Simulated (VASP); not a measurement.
# HfC: single point with PBEsol

The system is HfC.

```
Hf C
1.0
     0.00000    2.30245    2.30245
     2.30245    0.00000    2.30245
     2.30245    2.30245    0.00000
Hf C
1 1
Direct
  0.00000 0.00000 0.00000
  0.50000 0.50000 0.50000
```

The cell is a database's computed one.

| Item | Value |
| --- | --- |
| Program | VASP 6.6.1 |
| Task | single point |
| Functional | PBEsol |
| Potentials or basis | VASP PAW PBE potentials, release 64 (Hf_pv, C) |
| Cutoff | 700 eV |
| k mesh | 16 × 16 × 16 |
| Occupations | gaussian, width 0.1 eV |
| Spin | no spin polarisation |

```yaml
Pressure: -0.1 GPa
Band_gap_on_the_k_mesh: none (metal or under the smearing width)
```

Levels at points of the mesh, in eV from the Fermi level:
```
           k point  band 4  band 5  band 6  band 7  band 8  band 9  band 10  band 11
(0.00, 0.00, 0.00)  -12.41    1.07    1.07    1.07    1.38    1.38     1.38     3.48
(0.50, 0.00, 0.00)   -8.43   -6.28   -3.07   -3.07    5.49    5.49     5.98     6.69
(0.50, 0.50, 0.00)  -10.47   -2.53   -1.91   -0.02   -0.02    5.49     6.98     6.98
```

Run time: 28 s on 1 thread of Intel(R) Xeon(R) 6975P-C (Granite Rapids), with other jobs on the host, peak memory 0.21 GiB.

Caveat: the PAW data sets were made with another functional, which shifts forces and pressure a little. The run has no spin-orbit coupling, so splittings on Hf are missing.
